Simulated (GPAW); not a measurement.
FeO, 2 atoms in the cell. The structure is trigonal, space group R-3m (No. 166). The conventional cell has a = 3.035 Å, b = 3.035 Å, c = 7.547 Å, α = 90.00°, β = 90.00°, γ = 120.00°. Around Fe (site symmetry -3m) lie 6 O at 2.16 Å. Around O (site symmetry -3m) lie 6 Fe at 2.16 Å. 

| Property | Result |
| --- | --- |
| Program | GPAW 26.7.0 |
| Task | relaxation of cell and atoms |
| Functional | PBE |
| Potentials or basis | GPAW PAW data sets (gpaw-data 1.2.1) |
| Cutoff | 800 eV |
| Basis | pw |
| k mesh | 6 × 6 × 6 |
| Occupations | fermi-dirac, width 0.05 eV |
| Spin | collinear spin, ferromagnetic start |
| Starting moments | [3.0, 0.0] μB |
| Target pressure | 10 GPa |
| Maxiter | 150 |
| Optimizer | BFGS |
| Fmax | 0.02 eV/Å |
| Max steps | 60 |
| Target pressure | 10 GPa |
| Convergence | density=1e-05 forces=0.0001 |

Potentials or basis: GPAW PAW data sets (gpaw-data 1.2.1), pw.

Launch:

```sh
$ OMP_NUM_THREADS=1 python run.py
```

Hardware: 1 thread of Arm Neoverse V2, with other jobs on the host.

How long does it take, and how much memory?

Run time: 100 s on 1 thread of Arm Neoverse V2 (shared host), peak memory 0.26 GiB. Counts: scf iterations 70, plane waves 1040, bands 17, k points 32, ion steps 7.
